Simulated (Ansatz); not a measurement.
input.yaml (Ansatz)

```yaml
crystal:
  lattice:
    - [0.0, 3.5889639349, 3.5889639349]
    - [3.5889639349, 0.0, 3.5889639349]
    - [3.5889639349, 3.5889639349, 0.0]
  atoms:
    - { symbol: Te, position: [0.125, 0.125, 0.125] }
    - { symbol: Te, position: [0.875, 0.875, 0.875] }
hamiltonian:
  xc: rpbe
  pseudopotentials:
    kind: paw
    azcp:
      Te: "pseudopotentials/Te.paw.azcp"
basis:
  ecutwfc: 420
  fft_grid_basis: typed
kpoints:
  mp_grid: { grid: [9, 9, 9], shift: [0, 0, 0] }
magnetization:
  spin_polarized: false
scf:
  occupations: { method: fermi_dirac, width: 0.1 }
  lower_state_search: "off"
output:
  stress: true
```

Output

```
Engine: ansatz 0.2.0, x86_64-unknown-linux-gnu
Pseudopotentials: kind: paw
Pseudopotential: Te, paw, valence charge 16, recommended cutoff 420 eV (normal) 
Functional definition: RPBE
  parameter kappa = 0.804
  parameter beta = 0.06672455060314922
  exchange = rpbe_x(kappa = kappa, mu = beta*pi^2/3)
  correlation = pbe_c(beta = beta)
Crystal: 2 atoms, lattice volume = 92.456 Å³
Basis set: ecut = 420 eV, 1807 PW (Γ)
Bands: 20, of which v1, the nominal top of the filled ones, is band 16 counted from 1 (15 counted from 0)
Symmetry: 48 space group operations
Space group: Fd-3m (ITA 227), of the structure as read, at distance tolerance 4.5e-5 Å
k-points: 35 of 729
Non-local potential: Te, projectors of the file, l = 0: 2, l = 1: 2, l = 2: 2, l = 3: 2
PAW form: soft (Blöchl's): semilocal exchange-correlation on the pseudo side does not see the compensation charge
PAW frozen core: Te, regenerated for the run's functional, and the local potential with it (the file was generated under x = pbe(κ = 0.804, μ = 0.2195149727645171), c = pbe(β = 0.06672455060314922))
PAW one-centre angular grid: Te, 590 points (default); XC on 64 Gauss nodes
Initial density: superposition of atomic densities (neutral atoms: chi_scale 0, normalization atom), corrected by the library's trained network
Initial wavefunctions: pseudopotential atomic-orbital guess
Functional: x = rpbe, c = pbe(β = 0.06672455060314922)
SCF iter   1: F=—  HF=-13976.938454 eV  |F-HF|=—  |Δ(HF+E_count)|=         —  Δρ=1.68e-3  dr2=2.04e-3  ethr=1.77e-3  ⟨swp⟩=6.5  Hψ=3531  notcnv=0
SCF iter   2: F=—  HF=-13976.940012 eV  |F-HF|=—  |Δ(HF+E_count)|=   1.56e-3  Δρ=9.10e-4  dr2=5.59e-4  ethr=6.37e-6  ⟨swp⟩=2.7  Hψ=1701  notcnv=0
SCF iter   3: F=—  HF=-13976.939626 eV  |F-HF|=—  |Δ(HF+E_count)|=   3.86e-4  Δρ=1.92e-4  dr2=7.91e-5  ethr=1.75e-6  ⟨swp⟩=2.0  Hψ=1272  notcnv=0
SCF iter   4: F=—  HF=-13976.939715 eV  |F-HF|=—  |Δ(HF+E_count)|=   8.91e-5  Δρ=6.58e-5  dr2=4.97e-6  ethr=2.47e-7  ⟨swp⟩=2.0  Hψ=927  notcnv=0
SCF iter   5: F=—  HF=-13976.939716 eV  |F-HF|=—  |Δ(HF+E_count)|=   4.91e-7  Δρ=1.37e-5  dr2=1.73e-7  ethr=1.55e-8  ⟨swp⟩=3.0  Hψ=1395  notcnv=0
SCF iter   6: F=-13976.939716 eV  HF=-13976.939716 eV  |F-HF|=2.57e-9  |Δ(HF+E_count)|=   1.49e-7  Δρ=2.16e-6  dr2=2.64e-9  ethr=3.13e-10  ⟨swp⟩=5.1  Hψ=2379  notcnv=0
SCF 1 converged in 6 iterations: F = -13976.939716 eV  dr2 = 2.64e-9
SCF converged after 6 iterations
Free energy (F): -13976.939716 eV
Harris-Foulkes:  -13976.939716 eV  (|F-HF|=2.57e-9)
Internal energy: -13976.871320 eV  (E = F + TS)
E sigma→0 (E₀):  -13976.905518 eV
Entropy (-TS):   -0.068396 eV (-34.198 meV/atom)
Fermi energy:    5.464461 eV
--- Per-component energies (eV) ---
  E_band       = -637.607076
  E_kinetic    = 358.170425
  E_local      = -3303.639620  (includes V_loc(G=0)·N_el)
  E_nonlocal   = -623.140404
  E_hartree    = 1946.393887
  E_xc         = -247.272300
  E_vxc        = -205.426992  (∫ρ·V_xc dr)
  E_paw        = -9340.851460  (= ΣΔE_a)
  E_vpaw       = -756.357696  (= ΣTr[D̂ρ^β])
  E_aug_tail   = -0.000415  (compensation charges beyond the density's cutoff)
  E_ewald      = -2766.453464
  E_core_change = -0.077969  (= ΣΔE_core)
  E_smearing   = -0.068396  (= −TS)
  E_closure    = 0.000000  (closes the sum)
  Σ components = -13976.939716   (vs F -13976.939716, Δ=0.00e0)
--- Stress (GPa, compression-positive) ---
        1.090897      -0.000000       0.000000
       -0.000000       1.090897      -0.000000
       -0.000000      -0.000000       1.090897
  P = ⅓ Tr σ = 1.0909 GPa (10.909 kbar)
```
